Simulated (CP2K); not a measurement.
Crystal: GaP.

```
CELL_PARAMETERS angstrom
3.85409 0.00000 0.00000
1.92704 3.33774 0.00000
1.92704 1.11258 3.14685
ATOMIC_POSITIONS crystal
Ga 0.00000 0.00000 0.00000
P 0.75000 0.75000 0.75000
```

Base run:

| Item | Value |
| --- | --- |
| Program | CP2K 2026.2 |
| Functional | AM05 |
| Potentials or basis | POTENTIAL_UZH Ga GTH-PBE-q13, P GTH-PBE-q5; TZVP-MOLOPT-PBE-GTH basis |
| Density cutoff | 9184 eV |
| k mesh | 8 × 8 × 8 |
| Occupations | fermi-dirac, width 0.05 eV |
| Spin | no spin polarisation |

Its results: band gap on the k mesh 1.57 eV, indirect (least direct gap 1.72 eV); pressure 0.5 GPa.

Q: After a change of settings the same cell gave: band gap on the k mesh 1.73 eV, indirect (least direct gap 1.84 eV); pressure 4.1 GPa. Which change was it?
A. functional from AM05 to revPBE
B. functional from AM05 to PW91
C. functional from AM05 to LDA
D. functional from AM05 to SCAN

A: A.

revPBE binds less tightly than AM05, so the same cell stands under more pressure.

Caveats: the potentials were made for another functional, which shifts forces and pressure; the basis of atomic orbitals isn't converged, which shifts pressures, moduli and gaps.

Runs at the PBE level aren't shown here.
